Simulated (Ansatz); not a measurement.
BeS (zincblende) was put through Ansatz (plane waves). The cell was relaxed with r2SCAN and then strained (isotropic +2.0 % on every length), with the atoms relaxed again with r2SCAN; k points keep the names of the unstrained zone.

Structure:
```
CELL_PARAMETERS angstrom
0.00000 2.48299 2.48299
2.48299 0.00000 2.48299
2.48299 2.48299 0.00000
ATOMIC_POSITIONS crystal
Be 0.00000 0.00000 0.00000
S 0.25000 0.25000 0.25000
```

Main lines of the log:
```
Functional definition: r2SCAN
Crystal: 2 atoms, lattice volume = 30.617 Å³
Basis set: ecut = 500 eV, 749 PW (Γ)
Bands: 8, of which v1, the nominal top of the filled ones, is band 4 counted from 1 (3 counted from 0)
Symmetry: 24 space group operations
k-points: 95 of 512 (irreducible under 4 space group operations, time reversal used)
SCF 1 converged in 7 iterations: F = -1001.566235 eV  dr2 = 8.15e-12
SCF 1 converged in 2 iterations: F = -1001.566124 eV  dr2 = 9.63e-8
Free energy (F): -1001.566235 eV
Fermi energy:    4.340228 eV
--- Band table (eV; the first three rows and the last of 95) ---
  k-point 0: bands = [-9.4869, 4.3402, 4.3402, 4.3402, 10.3985, 10.6000, 10.6000, 10.6000]
  k-point 1: bands = [-9.3187, 3.2083, 4.1606, 4.1606, 10.3922, 10.9381, 10.9381, 11.7479]
  k-point 2: bands = [-8.8597, 1.1915, 3.7932, 3.7932, 10.2920, 11.4644, 11.4644, 13.8643]
  k-point 94: bands = [-7.4537, 0.2125, 0.7279, 1.2596, 11.2254, 13.0268, 13.3110, 13.4326]
--- Dielectric response (ions clamped): 3 representative field directions + reference, inside a basis on a mesh of 512 k-points ---
  ε∞ (high-frequency dielectric tensor):
        4.854938     0.000000     0.000000
        0.000000     4.854938     0.000000
        0.000000     0.000000     4.854938
  Born effective charges Z* (e; rows j = field, columns β = displacement):
    site 0:
         1.73236    0.00000    0.00000
         0.00000    1.73236    0.00000
         0.00000    0.00000    1.73236
    site 1:
        -1.73236    0.00000    0.00000
         0.00000   -1.73236    0.00000
         0.00000    0.00000   -1.73236
  ε∞ is read to err by 1.3e-2, Z* by 6.5e-3 e
```

Task: What input produced it? Give the YAML.

Result:
```yaml
crystal:
  # lattice and atoms as above
kpoints:
  mp_grid: { grid: [8, 8, 8] }
hamiltonian:
  xc: r2scan
scf:
  occupations: { method: fixed }
dielectric: {}
```
A response with clamped ions alone is the dielectric block. Keys that aren't typed take their defaults; thresholds and the kind of smearing can't be read off these lines.

Command: `ansatz run input.yaml --threads 2 --pin off --max-ram 29491MiB --backend cpu --events-out ev --progress --plain --runs-dir out`. It took 18 s on 2 threads of AMD EPYC 7R13 Processor (Zen 3) (shared host); peak host memory 0.73 GiB.

Calculated for a static, non-magnetic cell.
